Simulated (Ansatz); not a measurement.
Si, 2 atoms in the cell. The structure is cubic, space group Fd-3m (No. 227). The conventional cell has a = 5.444 Å, b = 5.444 Å, c = 5.444 Å, α = 90.00°, β = 90.00°, γ = 90.00°. Si (site symmetry -43m) is surrounded by 4 Si at 2.36 Å. 

* Program: Ansatz 0.2.0
* Task: relaxation of cell and atoms
* Functional: HF
* Potentials or basis: Ansatz PAW
* Cutoff: 420 eV (not typed: the program's choice for these potentials)
* k mesh: 4 × 4 × 4
* Occupations: fermi-dirac, width 0.05 eV
* Spin: no spin polarisation

Potentials or basis: Ansatz PAW.

The run is started by

```sh
$ ansatz run input.yaml --threads 2 --pin off --max-ram 5632MiB --backend cpu --events-out ev --progress --plain --runs-dir out
```

Hardware: 2 threads of Intel(R) Xeon(R) Processor @ 2.50GHz (Skylake/Cascade Lake), on a shared host.

Question: Estimate the wall time of this run.

Answer: Run time: 39 s on 2 threads of Intel(R) Xeon(R) Processor @ 2.50GHz (Skylake/Cascade Lake), on a shared host, peak memory 0.48 GiB. Counts: scf iterations 54, plane waves 869, k points 8, bands 8, ion steps 4.
